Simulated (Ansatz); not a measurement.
## In: electrostatic potential with PBE

Slab: In, a slab with vacuum.

```
In
1.0
     3.33548    0.00000    0.00000
    -1.66774    2.88861    0.00000
     0.00000    0.00000   23.26371
In
4
Cartesian
  1.6677 0.9629 7.5000
  0.0000 1.9257 10.2546
  1.6677 0.9629 13.0091
  0.0000 1.9257 15.7637
```

The slab is cut from a database's or a generator's crystal, which needn't be the stable form of the element.

The cell isn't the ideal one: the (0 0 1) slab of In, cut from the database cell, not relaxed.

* Program: Ansatz 0.2.0
* Task: electrostatic potential
* Functional: PBE
* Potentials or basis: Ansatz PAW
* Cutoff: 420 eV (not typed: the program's choice for these potentials)
* k mesh: 9 × 9 × 1
* Occupations: fermi-dirac, width 0.05 eV
* Spin: no spin polarisation
* Boundary along the surface normal: dipole_correction
* Miller: [0, 0, 1]
* Bulk formula: In

```yaml
Largest_force: 0.112 eV/Å
Band_gap_on_the_k_mesh: none (metal or under the smearing width)
Work_function_of_the_upper_face: 3.75 eV
Work_function_of_the_lower_face: 3.75 eV
Dipole_across_the_slab: 0.000 e·Å
```

Forces in eV/Å, atoms in the order of the input:
```
In   0.000  0.000 -0.112
In   0.000  0.000  0.096
In   0.000  0.000 -0.096
In   0.000  0.000  0.112
```

Levels at points of the mesh, in eV from the Fermi level:
| k point | band 24 | band 25 | band 26 | band 27 | band 28 | band 29 |
| --- | --- | --- | --- | --- | --- | --- |
| (0.00, 0.00, 0.00) | -5.50 | -2.53 | -0.24 | 2.13 | 3.47 | 3.70 |

Wall time 2.4 s on 4 threads of Arm Neoverse V1, with other jobs on the host, peak memory 0.47 GiB.
